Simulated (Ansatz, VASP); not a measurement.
# HfC in VASP and in Ansatz

INCAR

```
ALGO = Normal
EDIFF = 1E-6
EDIFFG = -0.01
ENCUT = 600
IBRION = 2
ISIF = 3
ISMEAR = -1
LASPH = True
LCHARG = False
LREAL = False
LWAVE = False
NELM = 80
NSW = 40
PREC = Accurate
SIGMA = 0.05
```

KPOINTS

```
k-points
0
Gamma
  10 10 10
```

The input POSCAR:

```
HfC
1.0
    0.0000000000      2.3250000000      2.3250000000
    2.3250000000      0.0000000000      2.3250000000
    2.3250000000      2.3250000000      0.0000000000
Hf C
1 1
Direct
    0.5000000000      0.5000000000      0.5000000000
    0.0000000000      0.0000000000      0.0000000000
```

input.yaml

```yaml
crystal:
  lattice:
    - [0.0, 2.325, 2.325]
    - [2.325, 0.0, 2.325]
    - [2.325, 2.325, 0.0]
  atoms:
    - { symbol: Hf, position: [0.5, 0.5, 0.5] }
    - { symbol: C, position: [0.0, 0.0, 0.0] }
hamiltonian:
  xc: lda
  pseudopotentials: { kind: paw }
kpoints:
  mp_grid: { grid: [10, 10, 10] }
scf:
  occupations: { method: fermi_dirac, width: 0.05 }
output:
  forces: true
  stress: true
relax:
  f_tol: 0.01
  max_steps: 40
  cell: { stress_tol: 0.05 }
```

Alike in both runs: task relaxation of cell and atoms; functional LDA; k mesh 10 × 10 × 10; occupations fermi-dirac, width 0.05 eV; no spin polarisation.

|  | VASP | Ansatz |
| --- | --- | --- |
| version | VASP 6.6.1 | Ansatz 0.2.0 |
| potentials or method | VASP PAW LDA potentials, release 64 (Hf_pv, C) | Ansatz PAW |
| plane-wave cutoff (eV) | 600 | 420 |
| valence electrons in the cell | 14 | 30 |

VASP gave:

| Quantity | Value |
| --- | --- |
| relaxed volume (Å³/atom) | 11.98 |
| relaxed cell length with the largest relative difference (Å) | 3.236 |
| energy change over the relaxation (meV/atom) | -22 |

Q: What did Ansatz give for the same quantities?

A: Relaxed volume (Å³/atom): 11.95; relaxed cell length with the largest relative difference (Å): 3.234; energy change over the relaxation (meV/atom): -24.

The two sets of potentials don't hold the same shells in valence.

Caveats: the plane-wave basis is chosen anew once the cell has moved, so the energies of steps on either side of that aren't comparable (Ansatz); the pressure holds a Pulay correction of +0.3 GPa for the finite cutoff (Ansatz); the PAW data sets come from PBE, with cores solved anew for the run's functional, which leaves a small shift of forces and pressure (Ansatz). Spin-orbit coupling is left out, which matters for the levels of Hf. Zero-point motion and thermal expansion aren't in these numbers. LDA usually gives volumes a few per cent too small.
